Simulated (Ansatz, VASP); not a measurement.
**Ge: VASP beside Ansatz**

INCAR

```
  PREC = Accurate
  ENCUT = 520
  EDIFF = 1E-7
  ISMEAR = -1
  SIGMA = 0.05
  LREAL = False
  LASPH = True
  NELM = 60
  ALGO = Normal
  ISIF = 2
  LWAVE = False
  LCHARG = False
  GGA = PS
  NBANDS = 13
```

The input KPOINTS:

```
regular mesh
0
Gamma
  11 11 10
```

The input POSCAR:

```
Ge
1.0
    1.4245510352     -2.6515194585      0.0000000000
    1.4245510352      2.6515194585      0.0000000000
    0.0000000000      0.0000000000      2.7511509255
Ge
1
Direct
    0.5000000000      0.5000000000      0.0000000000
```

File input.yaml:

```yaml
crystal:
  lattice:
    - [1.4245510352, -2.6515194585, 0.0]
    - [1.4245510352, 2.6515194585, 0.0]
    - [0.0, 0.0, 2.7511509255]
  atoms:
    - { symbol: Ge, position: [0.5, 0.5, 0.0] }
hamiltonian:
  xc: pbesol
  pseudopotentials: { kind: paw }
kpoints:
  mp_grid: { grid: [11, 11, 10] }
scf:
  occupations: { method: fermi_dirac, width: 0.05 }
output:
  forces: true
  stress: true
  eigenvalues: true
```

Change from the starting cell: volume scaled by 1.06.

Alike in both runs: task single point; functional PBEsol; k mesh 11 × 11 × 10; occupations fermi-dirac, width 0.05 eV; no spin polarisation.

|  | VASP | Ansatz |
| --- | --- | --- |
| version | VASP 6.6.1 | Ansatz 0.2.0 |
| potentials or method | VASP PAW PBE potentials, release 64 (Ge_d) | Ansatz PAW |
| plane-wave cutoff (eV) | 520 | 420 |
| valence electrons in the cell | 14 | 14 |

VASP gave:

| Property | Result |
| --- | --- |
| gap on the k mesh at the Fermi level (eV) | none |
| pressure (GPa) | -7.1 |
| largest component of the traceless stress (GPa) | 1.39 |

Question: What did Ansatz give for the same quantities?

Answer: gap on the k mesh at the Fermi level (eV): none; pressure (GPa): -7.0; largest component of the traceless stress (GPa): 1.40.

A gap of «none» marks a metal or a gap that the smearing closes.

Caveats: the PAW data sets were made with another functional, which shifts forces and pressure a little (VASP); the PAW data sets come from PBE, with cores solved anew for the run's functional, which leaves a small shift of forces and pressure (Ansatz).
